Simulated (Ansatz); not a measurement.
Skutterudite CoSb3 was calculated with PBEsol (Ansatz, a program for electronic structure, plane waves, PAW).

Total energies, extrapolated to zero smearing (they compare only within this program, potentials and cutoff):

Magnetic elements are taken in their magnetic phases.

```json
[
 {"system": "skutterudite CoSb3, relaxed", "energy (eV/atom)": "-6079.5367"},
 {"system": "hcp Co", "energy (eV/atom)": "-5092.9951"},
 {"system": "rhombohedral A7 Sb", "energy (eV/atom)": "-6408.0860"}
]
```

Work out the formation enthalpy per atom.

ΔH_f ≈ ΔE = -6079.5367 − [1 × (-5092.9951) + 3 × (-6408.0860)]/4 = -0.223 eV/atom (0 K, no vibrations). The reference value is -0.17 eV/atom (measured, 298 K, not corrected to a static lattice; as tabulated in Zhang et al. (2018), doi:10.1038/s41524-018-0065-z), a difference of -0.053 eV/atom.

Spin–orbit coupling is left out; its size isn't shown.

The PAW data were made under PBE.
